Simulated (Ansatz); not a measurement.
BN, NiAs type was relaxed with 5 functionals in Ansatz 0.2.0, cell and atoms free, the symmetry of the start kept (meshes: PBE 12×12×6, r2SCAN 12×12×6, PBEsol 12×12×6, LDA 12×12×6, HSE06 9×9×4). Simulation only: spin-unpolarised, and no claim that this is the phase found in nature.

The HSE06 result:
```cif
data_structure
_symmetry_space_group_name_H-M 'P 1'
_symmetry_Int_Tables_number 1
_cell_length_a 2.4715
_cell_length_b 2.4715
_cell_length_c 3.9859
_cell_angle_alpha 90.000
_cell_angle_beta 90.000
_cell_angle_gamma 120.000
_cell_volume 21.08
loop_
_atom_site_label
_atom_site_type_symbol
_atom_site_fract_x
_atom_site_fract_y
_atom_site_fract_z
_atom_site_occupancy
B1 B 0.00000 0.00000 0.00000 1
B2 B 0.00000 0.00000 0.50000 1
N1 N 0.33333 0.66667 0.25000 1
N2 N 0.66667 0.33333 0.75000 1
```

Space group P6_3/mmc (No. 194), hexagonal; conventional cell a = 2.471 Å, c = 3.986 Å, 5.27 Å³ an atom. B has 6 N at 1.74 Å; N has 6 B at 1.74 Å.

Problem. How does the cell change with LDA?

Solution. a = 2.466 Å, c = 3.979 Å; the volume differs by -0.6 % from HSE06's. B is surrounded by 6 N at 1.74 Å; N is surrounded by 6 B at 1.74 Å.

Problem. What lattice does PBE give?

Solution. a = 2.500 Å, c = 4.022 Å; the volume differs by +3.3 % from HSE06's. B has 6 N at 1.76 Å; N has 6 B at 1.76 Å.

Problem. Held at the r2SCAN cell, what mean stress do LDA and PBE find, and does its sign point to their own minimum?

Solution. Yes. LDA -10.03 GPa, and its relaxed volume is -2.6 % from r2SCAN's; PBE +4.73 GPa, and its relaxed volume is +1.2 % from r2SCAN's. Compression counts positive, so a positive stress asks for a larger cell.
